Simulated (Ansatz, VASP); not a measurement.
**BN: VASP beside Ansatz**

```
CELL_PARAMETERS angstrom
2.57997 0.00000 0.00000
-1.28999 2.23432 0.00000
0.00000 0.00000 4.26602
ATOMIC_POSITIONS crystal
B 0.66667 0.33333 0.99993
B 0.33333 0.66667 0.49993
N 0.66667 0.33333 0.62507
N 0.33333 0.66667 0.12507
```

Alike in both runs: functional PBE; k mesh 12 × 12 × 6; occupations gaussian, width 0.02 eV; no spin polarisation.

Ansatz relaxed the structure, and its values are those at the end. VASP's run is a single point on that final structure, the one shown.

|  | VASP | Ansatz |
| --- | --- | --- |
| version | VASP 6.6.1 | Ansatz 0.2.0 |
| potentials or method | VASP PAW PBE potentials, release 64 (B, N) | scalar-relativistic, plane waves, PAW |
| plane-wave cutoff (eV) | 520 | 420 |
| valence electrons in the cell | 16 | 16 |

VASP gave:

* gap on the k mesh at the Fermi level (eV): 5.27
* least direct gap on the mesh (eV): 8.10
* pressure (GPa): -10.3

**Question.** Estimate Ansatz's values.

**Answer.** gap on the k mesh at the Fermi level (eV): 5.28; least direct gap on the mesh (eV): 8.10; pressure (GPa): -10.4.

A k mesh can miss the band edges.
